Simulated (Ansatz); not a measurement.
## A series in volume per atom on S

All results are calculated (Ansatz 0.2.0 development build). Equation of state of a cubic crystal from periodic Kohn-Sham density functional theory without spin; pressure corrected for the finite basis.

Cell of the first row (space group Fd-3m, No. 227):
```
CELL_PARAMETERS angstrom
0.00000 2.83710 2.83710
2.83710 0.00000 2.83710
2.83710 2.83710 0.00000
ATOMIC_POSITIONS crystal
S 0.00000 0.00000 0.00000
S 0.25000 0.25000 0.25000
```

Settings of every row: formula S; structure type diamond; functional PBE; spin treatment none; k mesh 16x16x16; occupation method fermi-dirac; occupation width 0.061225619 eV; wave cutoff 420 eV; datasets soft-1 PAW; density cutoff ratio 4.

Limits: a cubic model structure, not a phase known at ambient conditions; modest k-mesh, values are not fully converged in k.

```csv
row,volume per atom (Å³),energy above lowest point (meV/atom),pressure (GPa)
1,22.837,12.83,2.991
2,23.322,5.45,1.891
3,23.808,?,?
4,24.294,0,-0.034
5,24.78,1.4,-0.873
6,25.266,5.22,-1.638
7,25.752,11.26,-2.336
```

Question: what energy above lowest point and pressure should row 3 give?

Worked fit of energy above lowest point. Take u = (V_r/V)^(2/3) − 1 with V_r = 24.537 Å³ an atom, which is twice the finite (Eulerian) strain; such expansions in the strain, on which the Birch-Murnaghan equation of state is built, carry the rest volume and the bulk modulus. The shown rows have u = 0.04903, 0.03444, 0.00666, -0.00655, -0.01933, -0.03171. Least squares give energy above lowest point = 0.381 − 106.68 × u + 7414.5 × u² − 1231 × u³ meV/atom; a parabola predicts inner rows, each left out in turn, worse (root mean square 0.025 against 0.0039 meV/atom). All shown rows lie on it to the printed digit. Its lowest point lies at u = 0.0072, or V = 24.27 Å³ an atom, and the curvature there gives the bulk modulus at fixed shape and fractions, B = (4/9)(1 + u)² E″(u)/V = 44 GPa. The withheld row has u = 0.02031, so the fit gives 0.381 − 106.68 × (0.02031) + 7414.5 × (0.02031)² − 1231 × (0.02031)³ = 1.26 meV/atom.

The calculation gave 1.27 meV/atom. The fit lies 0.01 meV/atom (0.078 % of the column's range) below it, one unit of the last digit.

Worked fit of pressure. Take u = (V_r/V)^(2/3) − 1 with V_r = 24.537 Å³ an atom, which is twice the finite (Eulerian) strain; such expansions in the strain, on which the Birch-Murnaghan equation of state is built, carry the rest volume and the bulk modulus. The shown rows have u = 0.04903, 0.03444, 0.00666, -0.00655, -0.01933, -0.03171. Least squares give pressure = −0.4631 + 63.479 × u + 140.4 × u² + 35.7 × u³ GPa; a parabola predicts inner rows, each left out in turn, worse (root mean square 0.00073 against 0.00022 GPa). All shown rows lie on it to the printed digit. The pressure vanishes at u = 0.0072, or V = 24.28 Å³ an atom, and there the bulk modulus at fixed shape and fractions is B = −V dP/dV = (2/3)(1 + u) dP/du = 44 GPa. The withheld row has u = 0.02031, so the fit gives −0.4631 + 63.479 × (0.02031) + 140.4 × (0.02031)² + 35.7 × (0.02031)³ = 0.884 GPa.

The calculation gave 0.884 GPa. The fit meets it to the printed digit.
